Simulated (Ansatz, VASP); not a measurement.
# Two plane-wave programs on WC (Qusongite)

Contents of run.py:

```python
from ase.calculators.vasp import Vasp
from ase.dft.bandgap import bandgap
from ase.io import read

atoms = read('WC.cif', primitive_cell=True, subtrans_included=False)
calc = Vasp(
    directory='calc',
    xc='pbe',
    pp='PBE',
    setups={'base': 'minimal', 'W': '_sv'},
    pp_version='54',
    prec='Accurate',
    encut=520,
    ediff=1e-06,
    ismear=0,
    sigma=0.02,
    lreal=False,
    lasph=True,
    nelm=100,
    algo='Fast',
    isif=2,
    lwave=False,
    lcharg=False,
    kpts=[10, 10, 9],
    gamma=True,
    nbands=16,
)
atoms.calc = calc

print('energy (eV):', atoms.get_potential_energy())
print('free energy (eV):', atoms.get_potential_energy(force_consistent=True))
print('forces (eV/A):')
print(atoms.get_forces())
print('stress (eV/A^3, Voigt):', atoms.get_stress())
print('Fermi level (eV):', calc.get_fermi_level())
gap, top, bottom = bandgap(calc)
print('band gap (eV):', gap, 'from (spin, k, band)', top, 'to', bottom)
```

WC.cif

```cif
data_WC
_cell_length_a 2.90650000
_cell_length_b 2.90650000
_cell_length_c 2.83660000
_cell_angle_alpha 90.00000000
_cell_angle_beta 90.00000000
_cell_angle_gamma 120.00000000
_space_group_name_H-M_alt 'P-6m2'
_space_group_name_Hall 'P -6 2'
_space_group_IT_number 187
loop_
_space_group_symop_operation_xyz
'x,y,z'
'-x+y,-x,-z'
'-y,x-y,z'
'x,y,-z'
'-x+y,-x,z'
'-y,x-y,-z'
'-y,-x,-z'
'x,x-y,z'
'-x+y,y,-z'
'-y,-x,z'
'x,x-y,-z'
'-x+y,y,z'
loop_
_atom_site_label
_atom_site_type_symbol
_atom_site_symmetry_multiplicity
_atom_site_Wyckoff_symbol
_atom_site_fract_x
_atom_site_fract_y
_atom_site_fract_z
_atom_site_occupancy
W1 W 1 a 0.0000000000 0.0000000000 0.0000000000 1
C1 C 1 f 0.6666666667 0.3333333333 0.5000000000 1
```

The input input.yaml:

```yaml
crystal:
  lattice:
    - [2.9065, 0.0, 0.0]
    - [-1.45325, 2.5171028361, 0.0]
    - [0.0, 0.0, 2.8366]
  atoms:
    - { symbol: W, position: [0.0, 0.0, 0.0] }
    - { symbol: C, position: [0.6666666667, 0.3333333333, 0.5] }
hamiltonian:
  xc: pbe
  pseudopotentials: { kind: paw }
kpoints:
  mp_grid: { grid: [10, 10, 9] }
scf:
  occupations: { method: gaussian, width: 0.02 }
output:
  forces: true
  stress: true
  eigenvalues: true
  write_density: true
  write_potential: true
  elf: true
  volumetric_format: npy
```

Alike in both runs: task single point; functional PBE; k mesh 10 × 10 × 9; occupations gaussian, width 0.02 eV; no spin polarisation.

|  | VASP | Ansatz |
| --- | --- | --- |
| version | VASP 6.6.1 | Ansatz 0.2.0 |
| potentials or method | VASP PAW PBE potentials, release 54 (W_sv, C) | Ansatz PAW |
| plane-wave cutoff (eV) | 520 | 420 |
| valence electrons in the cell | 18 | 18 |

```csv
,VASP,Ansatz,Ansatz less VASP
gap on the k mesh at the Fermi level (eV),none,none,-
pressure (GPa),6.7,5.6,-1.13
largest component of the traceless stress (GPa),0.44,0.62,+0.182
```

A gap of «none» marks a metal or a gap that the smearing closes.

Caveats: the pressure holds a Pulay correction of +0.3 GPa for the finite cutoff (Ansatz). The runs have no spin-orbit coupling, so splittings on W are missing.
